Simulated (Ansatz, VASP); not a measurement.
## Zn: VASP beside Ansatz

The input INCAR:

```
SYSTEM = Zn
  PREC = Accurate
  ENCUT = 520
  EDIFF = 1E-6
  ISMEAR = -1
  SIGMA = 0.05
  LREAL = .FALSE.
  LASPH = .TRUE.
  NELM = 80
  ALGO = Normal
  ISIF = 2
  LWAVE = .FALSE.
  LCHARG = .FALSE.
  GGA = PS
  NBANDS = 12
```

The input KPOINTS:

```
Automatic mesh
0
G
  12 12 12
  0 0 0
```

File POSCAR:

```
Zn
1.0
    0.0000000000      1.9647760000      1.8861849600
    1.9647760000      0.0000000000      1.8861849600
    1.9647760000      1.9647760000      0.0000000000
Zn
1
Direct
    0.0000000000      0.0000000000      0.0000000000
```

File input.yaml:

```yaml
crystal:
  lattice:
    - [0.0, 1.964776, 1.88618496]
    - [1.964776, 0.0, 1.88618496]
    - [1.964776, 1.964776, 0.0]
  atoms:
    - { symbol: Zn, position: [0.0, 0.0, 0.0] }
kpoints:
  mp_grid: { grid: [12, 12, 12] }
scf:
  occupations: { method: fermi_dirac, width: 0.05 }
hamiltonian:
  xc: pbesol
  pseudopotentials: { kind: all_electron, lapw: { basis_error: 0.001 } }
output:
  forces: true
  stress: true
  eigenvalues: true
```

Change from the starting cell: strain_z = -0.04.

Alike in both runs: task single point; functional PBEsol; k mesh 12 × 12 × 12; occupations fermi-dirac, width 0.05 eV; no spin polarisation.

|  | VASP | Ansatz |
| --- | --- | --- |
| version | VASP 6.6.1 | Ansatz 0.2.0 |
| potentials or method | VASP PAW PBE potentials, release 64 (Zn) | all-electron LAPW, scalar-relativistic |
| plane-wave cutoff (eV) | 520 | see its input |

|  | VASP | Ansatz | Ansatz less VASP |
| --- | --- | --- | --- |
| gap on the k mesh at the Fermi level (eV) | none | none | - |
| pressure (GPa) | -1.9 | -2.3 | -0.37 |
| largest component of the traceless stress (GPa) | 0.80 | 0.80 | -0.001 |

A gap of «none» marks a metal or a gap that the smearing closes. Ansatz ran all-electron here, so the differences hold the error of VASP's frozen core and of both bases.

Caveats: the PAW data sets were made with another functional, which shifts forces and pressure a little (VASP).
